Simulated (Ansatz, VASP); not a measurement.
Pt in VASP and in Ansatz

INCAR

```
PREC = Accurate ; ENCUT = 520
EDIFF = 1E-7 ; ISMEAR = 0
SIGMA = 0.15 ; LREAL = F
LASPH = T ; NELM = 60
ALGO = Fast ; ISIF = 2
LWAVE = F ; LCHARG = F
GGA = PS ; NBANDS = 11
```

File KPOINTS:

```
Automatic mesh
0
Gamma
  20 20 20
```

Contents of POSCAR:

```
Pt
1.0
    0.0000000000      1.9579000000      1.9579000000
    1.9579000000      0.0000000000      1.9579000000
    1.9579000000      1.9579000000      0.0000000000
Pt
1
Direct
    0.0000000000      0.0000000000      0.0000000000
```

Input for Ansatz:

```yaml
crystal:
  lattice:
    - [0.0, 1.9579, 1.9579]
    - [1.9579, 0.0, 1.9579]
    - [1.9579, 1.9579, 0.0]
  atoms:
    - { symbol: Pt, position: [0.0, 0.0, 0.0] }
basis:
  ecutwfc: 420
kpoints:
  mp_grid: { grid: [20, 20, 20] }
hamiltonian:
  xc: pbesol
scf:
  occupations: { method: gaussian, width: 0.15 }
output:
  forces: true
  stress: true
  eigenvalues: true
```

Alike in both runs: task single point; functional PBEsol; k mesh 20 × 20 × 20; occupations gaussian, width 0.15 eV; no spin polarisation.

|  | VASP | Ansatz |
| --- | --- | --- |
| version | VASP 6.6.1 | Ansatz 0.2.0 |
| potentials or method | VASP PAW PBE potentials, release 64 (Pt) | scalar-relativistic, plane waves, PAW |
| plane-wave cutoff (eV) | 520 | 420 |
| valence electrons in the cell | 10 | 18 |

VASP gave:

```
gap on the k mesh at the Fermi level (eV) : none
pressure (GPa)                            : 0.2
```

Task: Which values does Ansatz return?

Result: gap on the k mesh at the Fermi level (eV): none; pressure (GPa): 0.6.

A gap of «none» marks a metal or a gap that the smearing closes. The two sets of potentials don't hold the same shells in valence.

Caveats: the PAW data sets were made with another functional, which shifts forces and pressure a little (VASP). Spin-orbit coupling is left out, which matters for the levels of Pt.
